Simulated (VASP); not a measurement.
# BN (F-43m) in VASP: a series of runs, part 2 of 2

VASP 6.6.1. Earlier steps stand in the parts before.

### 4 G0W0 quasiparticle levels, PBE

The input, POSCAR:

```
BN
1.0
    0.0000000000      1.8130010000      1.8130010000
    1.8130010000      0.0000000000      1.8130010000
    1.8130010000      1.8130010000      0.0000000000
N B
1 1
Direct
    0.2500000000      0.2500000000      0.2500000000
    0.0000000000      0.0000000000      0.0000000000
```

The input, INCAR.step1:

```
ALGO     = Normal         # electronic algorithm
EDIFF    = 1E-8           # SCF threshold, eV
ENCUT    = 450            # plane-wave cutoff, eV
GGA      = PE             # functional
ISMEAR   = 0              # smearing method
LASPH    = T              # aspherical terms in the spheres
LCHARG   = F              # write CHGCAR
LREAL    = F              # projectors in reciprocal space
LWAVE    = T              # write WAVECAR
NELM     = 80             # most SCF steps
PREC     = Accurate       # precision mode
SIGMA    = 0.01           # smearing width, eV
```

The input, INCAR.step2:

```
ALGO     = Exact          # electronic algorithm
EDIFF    = 1E-8           # SCF threshold, eV
ENCUT    = 450            # plane-wave cutoff, eV
GGA      = PE             # functional
ISMEAR   = 0              # smearing method
ISTART   = 1            
LASPH    = T              # aspherical terms in the spheres
LCHARG   = F              # write CHGCAR
LOPTICS  = T              # frequency-dependent dielectric function
LREAL    = F              # projectors in reciprocal space
LWAVE    = T              # write WAVECAR
NBANDS   = 18             # bands
NELM     = 1              # most SCF steps
PREC     = Accurate       # precision mode
SIGMA    = 0.01           # smearing width, eV
```

The input, INCAR.step3:

```
ALGO     = EVGW0          # electronic algorithm
EDIFF    = 1E-8           # SCF threshold, eV
ENCUT    = 450            # plane-wave cutoff, eV
ENCUTGW  = 100            # cutoff of the response function
GGA      = PE             # functional
ISMEAR   = 0              # smearing method
ISTART   = 1            
LASPH    = T              # aspherical terms in the spheres
LCHARG   = F              # write CHGCAR
LREAL    = F              # projectors in reciprocal space
LWAVE    = F              # write WAVECAR
NBANDS   = 18             # bands
NBANDSGW = 12           
NELMGW   = 1            
NOMEGA   = 48             # frequency points
PREC     = Accurate       # precision mode
PRECFOCK = Fast         
SIGMA    = 0.01           # smearing width, eV
```

The input, KPOINTS:

```
k-points
0
Gamma
  5 5 5
```

Potentials or basis: VASP PAW PBE potentials, release 64 (N_GW, B_GW).

The run is started by

```bash
$ cat potpaw_PBE.64/N_GW/POTCAR potpaw_PBE.64/B_GW/POTCAR > POTCAR
$ cp INCAR.step1 INCAR
$ mpirun -np 1 vasp_std > vasp.out
$ cp INCAR.step2 INCAR
$ mpirun -np 1 vasp_std > vasp.out
$ cp INCAR.step3 INCAR
$ mpirun -np 1 vasp_std > vasp.out
```

OUTCAR:

```text
EDIFF = 1E-8
   ENCUT = 450
   ENCUTGW = 100
   GGA = PE
   ISMEAR = 0
   ISTART = 1
   LASPH = T
   LREAL = F
   NELMGW = 1
   PREC = Accurate
   PRECFOCK = Fast

 Found     10 irreducible k-points:

 Following reciprocal coordinates:
            Coordinates               Weight
  0.000000  0.000000  0.000000      1.000000
  0.200000  0.000000  0.000000      8.000000
  0.400000  0.000000  0.000000      8.000000
  0.200000  0.200000  0.000000      6.000000
  0.400000  0.200000  0.000000     24.000000
 -0.400000  0.200000  0.000000     24.000000
   k-points           NKPTS =     10   k-points in BZ     NKDIM =    125   number of bands    NBANDS=     18
   number of dos      NEDOS =    301   number of ions     NIONS =      2
   total plane-waves  NPLWV =   5832
   dimension x,y,z NGX =    18 NGY =   18 NGZ =   18
   dimension x,y,z NGXF=    36 NGYF=   36 NGZF=   36
   ions per type =               1   1
   NGX,Y,Z   is equivalent  to a cutoff of  11.67, 11.67, 11.67 a.u.
   NGXF,Y,Z  is equivalent  to a cutoff of  23.34, 23.34, 23.34 a.u.
 SYSTEM =  unknown system
   PREC   = accura    normal or accurate (medium, high low for compatibility)
   ISTART =      1    job   : 0-new  1-cont  2-samecut
   ICHARG =      0    charge: 1-file 2-atom 10-const
   ISPIN  =      1    spin polarized calculation?
   LNONCOLLINEAR =      F non collinear calculations
   LSORBIT =      F    spin-orbit coupling
   LASPH  =      T    aspherical Exc in radial PAW
   ENCUT  =  450.0 eV  33.07 Ry    5.75 a.u.   4.43  4.43  4.43*2*pi/ulx,y,z
   NELM   =     60;   NELMIN=  2; NELMDL=  0     # of ELM steps
   EDIFF  = 0.1E-07   stopping-criterion for ELM
   LREAL  =      F    real-space projection
   EDIFFG = 0.1E-06   stopping-criterion for IOM
   NSW    =      0    number of steps for IOM
   IBRION =     -1    ionic relax: 0-MD 1-quasi-New 2-CG
[... 17 lines left out ...]
  Fermi-wavevector in a.u.,A,eV,Ry     =   1.433387  2.708709 27.954506  2.054598
  Thomas-Fermi vector in A             =   2.552911
   LORBIT       =      0    0 simple, 1 ext, 2 COOP (PROOUT), +10 PAW based schemes
   GGA     = PE    functional components
   LHFCALC =     T    Hartree Fock is set to
   PRECFOCK=fast      Normal, Fast or Accurate (Low or Medium for compatibility)
   ENCUT4O =  -1.0   cutoff for four orbital integrals eV
   NKREDX  =     1    reduce k-point grid by
   NKREDY  =     1    reduce k-point grid by
   NKREDZ  =     1    reduce k-point grid by
   AEXX    =    1.0000 exact exchange contribution
   HFSCREEN=    0.0000 screening length (either q_TF or 0.3 A-1)
   HFSCREENC=   0.0000 screening length for correlation (either q_TF or 0.3 A-1)
   ENCUTFOCK=  -1.0 apply spherical cutoff to Coloumb kernel
   IVDW    =     0    specifies the selected vdW correction
   LEPSILON=     F    determine dielectric tensor
   LRPA    =     F    only Hartree local field effects (RPA)
   LRPAFORCE           =     F    calculate RPA forces
   ENCUTGW             = 100.0    cutoff for response function in eV
   ENCUTGWSOFT         =  80.0    soft cutoff for Coulomb kernel in GW response function in eV
   ENCUTLF             =  -1.0    cutoff for local field effects
   NELMGW              =     1    number of iterations in solving QP/BSE equation
   NELMHF              =     1    number of iterations in the inner HF iteration
   NKREDLFX            =     1    NKREDLFY  =   1   NKREDLFZ  =   1
 non-spin polarized calculation
 Gauss-broadening in eV      SIGMA  =   0.01
  energy-cutoff  :      450.00
  volume of cell :       11.92
 maximum number of plane-waves:       271
 NGX is ok and might be reduce to    18
  NGX = 12; NGY = 12; NGZ = 12
   NGX =  9   NGY =  9   NGZ =  9
 maximum number of plane-waves:        29
 NGX is ok and might be reduce to    10

 QP shifts <psi_nk| G(iteration)W_0 |psi_nk>: iteration 1
 for sc-GW calculations column KS-energies equals QP-energies in previous step
 and V_xc(KS)=  KS-energies - (<T + V_ion + V_H > + <T+V_H+V_ion>^1  + <V_x>^1)

 k-point   1 :       0.0000    0.0000    0.0000
  band No.  KS-energies  QP-energies   sigma(KS)   V_xc(KS)     V^pw_x(r,r')   Z            occupation Imag(sigma)

      1     -12.7746     -14.4414     -17.5904     -15.4665     -26.4500       0.7848       2.0000       1.5872
      2       7.3611       7.2098     -18.4395     -18.2565     -21.9136       0.8269       2.0000       0.1020
      3       7.3611       7.2098     -18.4395     -18.2565     -21.9136       0.8269       2.0000       0.1020
      4       7.3611       7.2098     -18.4395     -18.2565     -21.9136       0.8269       2.0000       0.1020
      5      16.1293      18.0651     -11.4296     -13.7507      -6.9425       0.8340       0.0000      -0.1146
      6      16.1293      18.0651     -11.4296     -13.7507      -6.9425       0.8340       0.0000      -0.1146
      7      16.1293      18.0651     -11.4296     -13.7507      -6.9425       0.8340       0.0000      -0.1146
      8      17.5523      19.2448     -13.3472     -15.4132      -8.3628       0.8192       0.0000      -0.1426
      9      31.9279      33.1073      -9.9162     -11.3986      -3.2929       0.7956       0.0000      -0.6271
     10      35.0219      37.2767     -10.6118     -13.2705      -5.4154       0.8481       0.0000      -0.5919
     11      35.0219      37.2767     -10.6118     -13.2705      -5.4154       0.8481       0.0000      -0.5919
     12      35.6198      37.0899      -9.2792     -11.0391      -3.0244       0.8354       0.0000      -0.9360
[... 68 lines left out ...]
      1      -8.0936      -9.3303     -18.6050     -16.9695     -26.6763       0.7561       2.0000       0.8863
      2      -2.2750      -3.4691     -16.2559     -14.7216     -21.5680       0.7782       2.0000       0.2732
      3       2.5282       1.7362     -17.2282     -16.2483     -21.4881       0.8082       2.0000       0.1510
      4       4.6079       4.0969     -17.6237     -16.9986     -21.5034       0.8174       2.0000       0.1242
      5      16.2663      17.8802     -11.3905     -13.3170      -6.9123       0.8377       0.0000      -0.1168
      6      20.0713      22.2874     -11.9578     -14.6794      -6.7378       0.8143       0.0000      -0.1665
      7      20.1106      22.1203     -12.7974     -15.2728      -7.6617       0.8119       0.0000      -0.1656
      8      22.9530      25.3648     -13.1290     -16.1844      -7.2464       0.7894       0.0000      -0.2415
      9      27.5762      29.3683     -10.6943     -12.9293      -4.6816       0.8018       0.0000      -0.3375
     10      32.2627      34.1479     -10.4226     -12.6977      -4.6967       0.8286       0.0000      -0.5732
     11      33.9108      36.1165     -11.2261     -13.9928      -4.1293       0.7972       0.0000      -0.8917
     12      38.2460      40.0188      -9.6323     -11.7477      -3.4303       0.8380       0.0000      -1.0637

 [... further k-points ...]
```

OUTCAR.step1:

```text
EDIFF = 1E-8
   ENCUT = 450
   GGA = PE
   ISMEAR = 0
   LASPH = T
[... 177 lines left out ...]
 -----------------------------------------------------------------------------------
      0.90650      0.90650      0.90650        -0.000000     -0.000000     -0.000000
      0.00000      0.00000      0.00000         0.000000      0.000000      0.000000
 -----------------------------------------------------------------------------------
    total drift:                                0.000001      0.000001      0.000001

  FREE ENERGIE OF THE ION-ELECTRON SYSTEM (eV)
  ---------------------------------------------------
  free  energy   TOTEN  =       -17.4320905115 eV

  energy  without entropy=      -17.4320905115  energy(sigma->0) =      -17.43209051
```

OUTCAR.step2:

```text
EDIFF = 1E-8
   ENCUT = 450
   GGA = PE
   ISMEAR = 0
[... 561 lines left out ...]
  --------------------------------------------------------------------------------------------------------------
     0.00000     4.95802     4.95802     4.95802    -0.00000     0.00000    -0.00000
     0.89289     4.98015     4.98015     4.98015    -0.00000     0.00000    -0.00000
     1.78578     5.04904     5.04904     5.04904    -0.00000     0.00000    -0.00000
     2.67867     5.17028     5.17028     5.17028    -0.00000     0.00000    -0.00000
     3.57157     5.35518     5.35518     5.35518    -0.00000     0.00000    -0.00000
     4.46446     5.62381     5.62381     5.62381    -0.00000     0.00000    -0.00000
[... 92 lines left out ...]
    87.50336     0.88252     0.88252     0.88252     0.00000    -0.00000     0.00000
    88.39625     0.88515     0.88515     0.88515     0.00000    -0.00000     0.00000
```

Run time: 12 s. Hardware: 1 thread of Intel Xeon Platinum 8488C (Sapphire Rapids), shared host; peak memory 0.13 GiB.

These settings aren't checked as converged: the numbers below hold their error.

Results:

| Item | Value |
| --- | --- |
| Band gap on the k mesh, mean-field level | 4.92 eV, indirect (least direct gap 8.77 eV) |
| Quasiparticle gap | 6.30 eV |
| Least direct quasiparticle gap | 10.86 eV |

Caveat: the k mesh is coarse (spacing up to 0.60 Å⁻¹), so the values aren't converged; bands, screening cutoff and mesh are small and nothing is extrapolated, so the quasiparticle values aren't converged; an odd mesh through Γ misses points on the zone boundary, where band edges often lie.

### 5 G0W0 quasiparticle levels, PBE

POSCAR is that of step 4.

INCAR.step1 is that of step 4.

INCAR.step2: that of step 4 with these lines changed.

```diff
@@ -11,3 +11,3 @@
 LWAVE    = T              # write WAVECAR
-NBANDS   = 18             # bands
+NBANDS   = 32             # bands
 NELM     = 1              # most SCF steps
```

INCAR.step3: that of step 4 with these lines changed.

```diff
@@ -3,3 +3,3 @@
 ENCUT    = 450            # plane-wave cutoff, eV
-ENCUTGW  = 100            # cutoff of the response function
+ENCUTGW  = 150            # cutoff of the response function
 GGA      = PE             # functional
@@ -11,3 +11,3 @@
 LWAVE    = F              # write WAVECAR
-NBANDS   = 18             # bands
+NBANDS   = 32             # bands
 NBANDSGW = 12
```

The input, KPOINTS:

```
k-points
0
Gamma
  4 4 4
```

Potentials or basis: VASP PAW PBE potentials, release 64 (N_GW, B_GW).

The run is started by

```bash
$ cat potpaw_PBE.64/N_GW/POTCAR potpaw_PBE.64/B_GW/POTCAR > POTCAR
$ cp INCAR.step1 INCAR
$ mpirun -np 1 vasp_std > vasp.out
$ cp INCAR.step2 INCAR
$ mpirun -np 1 vasp_std > vasp.out
$ cp INCAR.step3 INCAR
$ mpirun -np 1 vasp_std > vasp.out
```

OUTCAR:

```text
EDIFF = 1E-8
   ENCUT = 450
   ENCUTGW = 150
   GGA = PE
   ISMEAR = 0
   ISTART = 1
   LASPH = T
   LREAL = F
   NELMGW = 1
   PREC = Accurate
   PRECFOCK = Fast

 Found      8 irreducible k-points:

 Following reciprocal coordinates:
            Coordinates               Weight
  0.000000  0.000000  0.000000      1.000000
  0.250000  0.000000  0.000000      8.000000
  0.500000  0.000000  0.000000      4.000000
  0.250000  0.250000  0.000000      6.000000
  0.500000  0.250000  0.000000     24.000000
 -0.250000  0.250000  0.000000     12.000000
   k-points           NKPTS =      8   k-points in BZ     NKDIM =     64   number of bands    NBANDS=     32
   number of dos      NEDOS =    301   number of ions     NIONS =      2
   total plane-waves  NPLWV =   5832
   dimension x,y,z NGX =    18 NGY =   18 NGZ =   18
   dimension x,y,z NGXF=    36 NGYF=   36 NGZF=   36
   ions per type =               1   1
   NGX,Y,Z   is equivalent  to a cutoff of  11.67, 11.67, 11.67 a.u.
   NGXF,Y,Z  is equivalent  to a cutoff of  23.34, 23.34, 23.34 a.u.
 SYSTEM =  unknown system
   PREC   = accura    normal or accurate (medium, high low for compatibility)
   ISTART =      1    job   : 0-new  1-cont  2-samecut
   ICHARG =      0    charge: 1-file 2-atom 10-const
   ISPIN  =      1    spin polarized calculation?
   LNONCOLLINEAR =      F non collinear calculations
   LSORBIT =      F    spin-orbit coupling
   LASPH  =      T    aspherical Exc in radial PAW
   ENCUT  =  450.0 eV  33.07 Ry    5.75 a.u.   4.43  4.43  4.43*2*pi/ulx,y,z
   NELM   =     60;   NELMIN=  2; NELMDL=  0     # of ELM steps
   EDIFF  = 0.1E-07   stopping-criterion for ELM
   LREAL  =      F    real-space projection
   EDIFFG = 0.1E-06   stopping-criterion for IOM
   NSW    =      0    number of steps for IOM
   IBRION =     -1    ionic relax: 0-MD 1-quasi-New 2-CG
   NFREE  =      0    steps in history (QN), initial steepest desc. (CG)
   ISIF   =      0    stress and relaxation
   ISYM   =      3    0-nonsym 1-usesym 2-fastsym
[... 15 lines left out ...]
  Thomas-Fermi vector in A             =   2.552911
   LORBIT       =      0    0 simple, 1 ext, 2 COOP (PROOUT), +10 PAW based schemes
   GGA     = PE    functional components
   LHFCALC =     T    Hartree Fock is set to
   PRECFOCK=fast      Normal, Fast or Accurate (Low or Medium for compatibility)
   ENCUT4O =  -1.0   cutoff for four orbital integrals eV
   NKREDX  =     1    reduce k-point grid by
   NKREDY  =     1    reduce k-point grid by
   NKREDZ  =     1    reduce k-point grid by
   AEXX    =    1.0000 exact exchange contribution
   HFSCREEN=    0.0000 screening length (either q_TF or 0.3 A-1)
   HFSCREENC=   0.0000 screening length for correlation (either q_TF or 0.3 A-1)
   ENCUTFOCK=  -1.0 apply spherical cutoff to Coloumb kernel
   IVDW    =     0    specifies the selected vdW correction
   LEPSILON=     F    determine dielectric tensor
   LRPA    =     F    only Hartree local field effects (RPA)
   LRPAFORCE           =     F    calculate RPA forces
   ENCUTGW             = 150.0    cutoff for response function in eV
   ENCUTGWSOFT         = 120.0    soft cutoff for Coulomb kernel in GW response function in eV
   ENCUTLF             =  -1.0    cutoff for local field effects
   NELMGW              =     1    number of iterations in solving QP/BSE equation
   NELMHF              =     1    number of iterations in the inner HF iteration
   NKREDLFX            =     1    NKREDLFY  =   1   NKREDLFZ  =   1
 non-spin polarized calculation
 Gauss-broadening in eV      SIGMA  =   0.01
  energy-cutoff  :      450.00
  volume of cell :       11.92
 maximum number of plane-waves:       268
 NGX is ok and might be reduce to    18
  NGX = 12; NGY = 12; NGZ = 12
   NGX =  9   NGY =  9   NGZ =  9
 maximum number of plane-waves:        59

 QP shifts <psi_nk| G(iteration)W_0 |psi_nk>: iteration 1
 for sc-GW calculations column KS-energies equals QP-energies in previous step
 and V_xc(KS)=  KS-energies - (<T + V_ion + V_H > + <T+V_H+V_ion>^1  + <V_x>^1)

 k-point   1 :       0.0000    0.0000    0.0000
  band No.  KS-energies  QP-energies   sigma(KS)   V_xc(KS)     V^pw_x(r,r')   Z            occupation Imag(sigma)

      1     -12.7598     -14.6150     -17.8295     -15.4617     -26.4385       0.7835       2.0000       1.5114
      2       7.3860       6.8190     -18.9480     -18.2571     -22.0499       0.8207       2.0000       0.0948
      3       7.3860       6.8190     -18.9480     -18.2571     -22.0499       0.8207       2.0000       0.0948
      4       7.3860       6.8190     -18.9480     -18.2571     -22.0499       0.8207       2.0000       0.0948
      5      16.1345      17.6585     -11.9107     -13.7487      -6.8656       0.8292       0.0000      -0.1246
      6      16.1345      17.6585     -11.9107     -13.7487      -6.8656       0.8292       0.0000      -0.1246
      7      16.1345      17.6585     -11.9107     -13.7487      -6.8656       0.8292       0.0000      -0.1246
      8      17.5718      18.9361     -13.7294     -15.4085      -8.2818       0.8125       0.0000      -0.1481
      9      31.9338      32.6257     -10.5171     -11.3873      -3.2752       0.7951       0.0000      -0.6254
     10      35.0263      36.5199     -11.4751     -13.2676      -5.3973       0.8332       0.0000      -0.5856
     11      35.0263      36.5199     -11.4751     -13.2676      -5.3973       0.8332       0.0000      -0.5856
     12      35.6235      36.4914      -9.9745     -11.0272      -3.0113       0.8245       0.0000      -0.8659
[... 68 lines left out ...]
      1      -9.1300     -10.6823     -18.4177     -16.3801     -26.3179       0.7618       2.0000       0.9826
      2      -0.1551      -1.4372     -17.3110     -15.6870     -21.8867       0.7895       2.0000       0.1966
      3       1.8208       0.6519     -17.3128     -15.8583     -21.3241       0.8036       2.0000       0.1524
      4       5.3041       4.5132     -18.2316     -17.2640     -21.6305       0.8174       2.0000       0.1097
      5      17.0361      18.3423     -11.9906     -13.5683      -6.8744       0.8278       0.0000      -0.1322
      6      19.4621      21.2107     -12.5041     -14.6629      -6.7443       0.8099       0.0000      -0.1660
      7      20.1405      21.6824     -13.0240     -14.9293      -7.2698       0.8093       0.0000      -0.1746
      8      21.7611      23.6168     -14.0623     -16.4020      -7.9949       0.7932       0.0000      -0.2026
      9      28.7492      30.0531     -11.2417     -12.8896      -4.2926       0.7913       0.0000      -0.4146
     10      29.3404      30.4925     -10.7421     -12.1254      -4.9440       0.8329       0.0000      -0.3504
     11      33.9678      35.5511     -11.8387     -13.8313      -4.1251       0.7946       0.0000      -0.8699
     12      41.0521      42.1298     -10.2907     -11.5737      -3.0892       0.8400       0.0000      -1.2957

 [... further k-points ...]
```

Wall time 14 s (1 thread of Intel Xeon Platinum 8488C (Sapphire Rapids), shared host); peak memory 0.12 GiB.

These settings aren't checked as converged: the numbers below hold their error.

Results:

- Band gap on the k mesh, mean-field level: 4.43 eV, indirect (least direct gap 8.75 eV)
- Quasiparticle gap: 5.85 eV
- Least direct quasiparticle gap: 10.84 eV

Caveat: the k mesh is coarse (spacing up to 0.75 Å⁻¹), so the values aren't converged; bands, screening cutoff and mesh are small and nothing is extrapolated, so the quasiparticle values aren't converged.
